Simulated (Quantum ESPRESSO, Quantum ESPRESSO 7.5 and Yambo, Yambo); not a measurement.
# BeTe (F-43m): G0W0 with Yambo, start to end

Aim: the G0W0 gap of BeTe (F-43m) on PBE with spin-orbit coupling, step by step.

Method: PBE and many-body steps on it, plane waves, in Quantum ESPRESSO 7.5 and Yambo 5.3.0.

**What was measured.**

- Gap 2.7 eV: absolute (indirect, Gamma to X) gap; bulk crystal (quoted from earlier experiment) (quoted in “The band structure of BeTe - a combined experimental and theoretical study”, 1997, arxiv:cond-mat/9712266).

- Gap 2.8 eV: absolute (indirect, Gamma to X) gap, second literature value; film (quoted from earlier experiment) (quoted in “The band structure of BeTe - a combined experimental and theoretical study”, 1997, arxiv:cond-mat/9712266).

This is a report of a sequence of runs, with most program output left out.

## (1) Set-up

Symmetry: F-43m, No. 216, cubic system. Conventional cell: a = 5.663 Å, b = 5.663 Å, c = 5.663 Å, α = 90.00°, β = 90.00°, γ = 90.00°. Nearest to Be lie 4 Te at 2.45 Å. Nearest to Te lie 4 Be at 2.45 Å. Farther neighbours and most contacts between anions are not listed.

The cell and positions are those that the Materials Project relaxed with its own functionals (PBE, PBE+U or r2SCAN), kept fixed.

## (2) Ground state

This step: Quantum ESPRESSO 7.5; DFT, PBE with spin-orbit coupling, plane waves, norm-conserving pseudopotentials.

The ground-state density comes first.

The input, pw.in:

```
&control
  calculation = 'scf'
  prefix = 'x'
  outdir = 'o'
  pseudo_dir = 'pseudo'
/
&system
  ibrav = 0
  nat = 2
  ntyp = 2
  ecutwfc = 88.0
  nbnd = 38
  force_symmorphic = .true.
  noncolin = .true.
  lspinorb = .true.
/
&electrons
  conv_thr = 1e-10
  electron_maxstep = 80
  mixing_beta = 0.5
/
ATOMIC_SPECIES
  Be 9.012 Be.upf
  Te 127.6 Te.upf
CELL_PARAMETERS angstrom
  -0.0000000000 2.8314587876 2.8314587876
  2.8314587876 0.0000000000 2.8314587876
  2.8314587876 2.8314587876 0.0000000000
ATOMIC_POSITIONS crystal
  Be 0.0000000000 0.0000000000 0.0000000000
  Te 0.7500000000 0.7500000000 0.7500000000
K_POINTS automatic
  6 6 6 0 0 0
```

Launch:

```
$ OMP_NUM_THREADS=1 mpirun -n 4 pw.x -nk 4 -in pw.in > pw.out
```

Wall time 20 s (4 MPI ranks of Arm Neoverse V2, shared host); peak memory 0.52 GiB.

Numbers from this step:

| Quantity | Value |
| --- | --- |
| total energy | -8029.8879 eV |
| gap | 1.734 eV |
| k of the valence top | 0, 0, 0 |
| k of the conduction bottom | 0, -0.5, -0.5 |
| least direct gap | 3.320 eV |

The gap is indirect, with the least direct gap 1.59 eV higher.

## (3) Bands along the symmetry lines

Levels along a band path, at the cheap level, show where the edges lie and whether the meshes to come will hold them.

The input, pw.in:

```
&control
  calculation = 'bands'
  prefix = 'x'
  outdir = 'o'
  pseudo_dir = 'pseudo'
/
&system
  ibrav = 0
  nat = 2
  ntyp = 2
  ecutwfc = 88.0
  nbnd = 40
  force_symmorphic = .true.
  noncolin = .true.
  lspinorb = .true.
/
&electrons
  conv_thr = 1e-9
  electron_maxstep = 80
  diago_full_acc = .true.
  diago_thr_init = 5e-6
/
ATOMIC_SPECIES
  Be 9.012 Be.upf
  Te 127.6 Te.upf
CELL_PARAMETERS angstrom
  -0.0000000000 2.8314587876 2.8314587876
  2.8314587876 0.0000000000 2.8314587876
  2.8314587876 2.8314587876 0.0000000000
ATOMIC_POSITIONS crystal
  Be 0.0000000000 0.0000000000 0.0000000000
  Te 0.7500000000 0.7500000000 0.7500000000
K_POINTS crystal
  50
  0.00000000 0.00000000 0.00000000 1
  -0.06250000 -0.06250000 0.00000000 1
  -0.12500000 -0.12500000 0.00000000 1
  -0.18750000 -0.18750000 0.00000000 1
  -0.25000000 -0.25000000 0.00000000 1
  -0.31250000 -0.31250000 0.00000000 1
  -0.37500000 -0.37500000 0.00000000 1
  -0.43750000 -0.43750000 0.00000000 1
  -0.50000000 -0.50000000 0.00000000 1
  -0.48437500 -0.48437500 0.03125000 1
  -0.46875000 -0.46875000 0.06250000 1
  -0.45312500 -0.45312500 0.09375000 1
  -0.43750000 -0.43750000 0.12500000 1
  -0.42187500 -0.42187500 0.15625000 1
  -0.40625000 -0.40625000 0.18750000 1
  -0.39062500 -0.39062500 0.21875000 1
  -0.37500000 -0.37500000 0.25000000 1
  -0.37500000 0.00000000 0.37500000 1
  -0.32812500 0.00000000 0.32812500 1
  -0.28125000 0.00000000 0.28125000 1
  -0.23437500 0.00000000 0.23437500 1
  -0.18750000 0.00000000 0.18750000 1
  -0.14062500 0.00000000 0.14062500 1
  -0.09375000 0.00000000 0.09375000 1
  -0.04687500 0.00000000 0.04687500 1
  0.00000000 0.00000000 0.00000000 1
  0.00000000 0.00000000 0.06250000 1
  0.00000000 0.00000000 0.12500000 1
  0.00000000 0.00000000 0.18750000 1
  0.00000000 0.00000000 0.25000000 1
  0.00000000 0.00000000 0.31250000 1
  0.00000000 0.00000000 0.37500000 1
  0.00000000 0.00000000 0.43750000 1
  -0.00000000 -0.00000000 0.50000000 1
  -0.06250000 -0.03125000 0.46875000 1
  -0.12500000 -0.06250000 0.43750000 1
  -0.18750000 -0.09375000 0.40625000 1
  -0.25000000 -0.12500000 0.37500000 1
  -0.31250000 -0.15625000 0.34375000 1
  -0.37500000 -0.18750000 0.31250000 1
  -0.43750000 -0.21875000 0.28125000 1
  -0.50000000 -0.25000000 0.25000000 1
  -0.50000000 -0.28125000 0.21875000 1
  -0.50000000 -0.31250000 0.18750000 1
  -0.50000000 -0.34375000 0.15625000 1
  -0.50000000 -0.37500000 0.12500000 1
  -0.50000000 -0.40625000 0.09375000 1
  -0.50000000 -0.43750000 0.06250000 1
  -0.50000000 -0.46875000 0.03125000 1
  -0.50000000 -0.50000000 0.00000000 1
```

Run time: 16 s. Hardware: 4 MPI ranks; peak memory 0.36 GiB.

This step gave:

| Quantity | Value |
| --- | --- |
| gap | 1.734 eV |
| k of the valence top | 0, 0, 0 |
| k of the conduction bottom | -0.5, -0.5, 0 |
| least direct gap | 3.320 eV |

The gap is 1.734 eV, as in the run before at this level.

Electronic bands along the path, in eV, zero at the top of the highest filled band:

```tsv
point	band 25	band 26	band 27	band 28	band 29	band 30	band 31	band 32
Γ	0.00	0.00	0.00	0.00	3.32	3.32	3.38	3.38
halfway	-2.10	-2.10	-1.71	-1.71	2.36	2.36	4.12	4.12
X	-3.07	-3.07	-2.67	-2.67	1.73	1.73	2.42	2.42
halfway	-3.48	-3.34	-2.73	-2.71	2.05	2.07	3.04	3.12
U	-4.24	-3.94	-2.46	-2.44	2.44	2.47	4.93	5.04
jump to K	-4.24	-3.94	-2.46	-2.44	2.44	2.47	4.93	5.04
halfway	-2.60	-2.43	-0.93	-0.91	3.76	3.76	4.37	4.39
Γ	0.00	0.00	0.00	0.00	3.32	3.32	3.38	3.38
halfway	-1.20	-1.20	-0.69	-0.69	3.01	3.01	4.17	4.17
L	-1.66	-1.66	-1.15	-1.15	2.76	2.76	4.30	4.30
halfway	-3.24	-3.08	-2.17	-2.06	3.90	3.93	4.04	4.21
W	-4.18	-3.72	-3.40	-3.34	4.95	4.99	5.27	5.27
halfway	-3.55	-3.35	-3.07	-3.05	2.75	2.76	3.34	3.41
X	-3.07	-3.07	-2.67	-2.67	1.73	1.73	2.42	2.42
```

## (4) Empty states on the mesh, 4×4×4 mesh, 360 bands

The sums over transitions need many empty states on a uniform mesh; this step solves for them.

The input, pw.in:

```
&control
  calculation = 'nscf'
  prefix = 'x'
  outdir = 'o'
  pseudo_dir = 'pseudo'
/
&system
  ibrav = 0
  nat = 2
  ntyp = 2
  ecutwfc = 88.0
  nbnd = 360
  force_symmorphic = .true.
  noncolin = .true.
  lspinorb = .true.
/
&electrons
  conv_thr = 1e-9
  electron_maxstep = 80
  diago_full_acc = .true.
  diago_thr_init = 5e-6
/
ATOMIC_SPECIES
  Be 9.012 Be.upf
  Te 127.6 Te.upf
CELL_PARAMETERS angstrom
  -0.0000000000 2.8314587876 2.8314587876
  2.8314587876 0.0000000000 2.8314587876
  2.8314587876 2.8314587876 0.0000000000
ATOMIC_POSITIONS crystal
  Be 0.0000000000 0.0000000000 0.0000000000
  Te 0.7500000000 0.7500000000 0.7500000000
K_POINTS automatic
  4 4 4 0 0 0
```

The job ended after 74 s (4 MPI ranks; peak memory 1.3 GiB; 4.9 min of CPU time).

This step gave:

| Item | Value |
| --- | --- |
| gap | 1.734 eV |
| k of the valence top | 0, 0, 0 |
| k of the conduction bottom | 0, -0.5, -0.5 |
| least direct gap | 3.320 eV |
| k points computed | 8 |
| lowest point of the top converged band, above the valence top | 121.5123 eV |

On this mesh the gap is 1.734 eV.

## (5) Conversion and set-up

This step: Yambo 5.3.0; conversion and set-up on PBE with spin-orbit coupling, plane waves, norm-conserving pseudopotentials.

The states are converted to the many-body program's format and the q mesh is built.

Launch:

```
$ (cd o/x.save; p2y > p2y.log; mv SAVE ../..); yambo > setup.log
```

Run time: 2.6 s. Hardware: 1 MPI rank; peak memory 0.25 GiB.

## (6) Screening and self-energy, 4×4×4 mesh, 360 bands, screening to 231.3 eV

G0W0 replaces the xc potential by the self-energy, built once from these orbitals. Only a window of levels is corrected, while the sums run over the empty bands that the input names.

This step: G0W0 on PBE with spin-orbit coupling, plane waves, norm-conserving pseudopotentials.

The input, gw4.in:

```
HF_and_locXC
gw0
dyson
ppa
em1d
rim_cut
RandQpts= 1000000
RandGvec= 1 RL
EXXRLvcs= 88 Ry
VXCRLvcs= 352 Ry
Chimod= "HARTREE"
% BndsRnXp
 1 | 360 |
%
NGsBlkXp= 17 Ry
% LongDrXp
 1 | 1 | 1 |
%
% GbndRnge
 1 | 360 |
%
DysSolver= "n"
ExtendOut
PPAPntXp= 27.21138 eV
% QPkrange
 1 | 1 | 25 | 32 |
 7 | 7 | 25 | 32 |
%
```

Launch:

```
$ OMP_NUM_THREADS=2 mpirun -n 2 yambo -F gw4.in -J gw4 -C gw4 > gw4.log
```

Elapsed: 17 min, on 2 MPI ranks; peak memory 2 GiB; 60 min of CPU time.

Numbers from this step:

```
G0W0 gap on the points computed              : 2.545 eV
starting gap on the mesh                     : 1.734 eV
k of the valence top                         : 0, 0, 0
k of the conduction bottom                   : 0, -0.5, -0.5
least direct G0W0 gap on the computed points : 4.364 eV
Z at the valence top                         : 0.8059
Z at the conduction bottom                   : 0.8168
```

The gap on the mesh goes from 1.73 eV to 2.55 eV, a correction of +0.81 eV.

Limits: finite bands, cutoff and mesh; coarse k mesh. v1 is the top filled band, c1 the lowest empty one. Levels before and after the correction, in eV, zero at the valence-band top of each column:

```tsv
	conduction bottom	valence top
Kohn-Sham	1.73	0.00
G0W0	2.55	0.00
```

```tsv
	level	energy (eV)
Kohn-Sham	Γ v3-v1	0.000
Kohn-Sham	Γ c1-c2	3.320
Kohn-Sham	Γ c3	3.381
Kohn-Sham	(0 -0.5 -0.5) v3	-3.069
Kohn-Sham	(0 -0.5 -0.5) v2-v1	-2.674
Kohn-Sham	(0 -0.5 -0.5) c1-c2	1.734
Kohn-Sham	(0 -0.5 -0.5) c3	2.417
G0W0	Γ v3-v1	0.000
G0W0	Γ c1-c2	4.364
G0W0	Γ c3	4.431
G0W0	(0 -0.5 -0.5) v3	-3.249
G0W0	(0 -0.5 -0.5) v2-v1	-2.851
G0W0	(0 -0.5 -0.5) c1-c2	2.545
G0W0	(0 -0.5 -0.5) c3	3.311
```

## (7) Where the time went

Times are wall times on the hardware named with each run, good to a factor of about two.

```tsv
step	time	share	memory (GiB)
ground state	20 s	2 %	0.52
bands along the symmetry lines	16 s	1 %	0.36
empty states on the mesh	74 s	6 %	1.3
conversion and set-up	2.6 s	0 %	0.25
screening and self-energy	17 min	90 %	2.0
```

## (8) Outcome

```yaml
pbe_gap: 1.73 eV, indirect
g0w0_gap_on_the_mesh: 2.55 eV
gw_settings: 4×4×4 mesh, 360 bands, screening to 231.3 eV, Godby-Needs plasmon pole
known_limits: not at the basis limit; coarse k mesh
```

In words: G0W0 moves the gap on the mesh from 1.73 eV to 2.55 eV (+0.81 eV), with Z of 0.81 and 0.82 at the edges. Only 2 of the mesh's irreducible points were corrected, so a valley elsewhere could overtake. The dearest step here is «screening and self-energy». Against experiment, by G0W0@PBE: the gap of 2.55 eV lies −0.15 eV from the measured 2.7 eV (indirect, quoted 1997); the gap of 2.55 eV lies −0.25 eV from the measured 2.8 eV (indirect, quoted 1997). The calculation has static nuclei and no excitons; a measured gap holds zero-point and thermal motion, which mostly lowers it. Bands and cutoff are finite, so the gap is not at the basis limit. The miss can reach some tenths of an eV and take either sign; the mesh is an error of its own. In the G0W0 run levels were corrected at 2 k points alone, so a gap called «on the mesh» is the least over those, and an edge elsewhere would be missed. The 4×4×4 mesh is coarse for this cell, which bears on the long-range parts of exchange and screening.

[Paths, hosts, dates, memory and timing lines, banners, echoed tables and standing remarks are left out of the program output.]

[Logs are printed without paths, hosts, clocks, repeated set-up lines and the standing remarks that a program may print on its own settings, such as how far it seeks lower states.]

[Runs of the session that timed out or met a known fault of the program may be left out.]

[Hosts, paths, dates, database ids (printed as entryN), source tags and the programs' standing remarks are cut or masked in the printed files.]
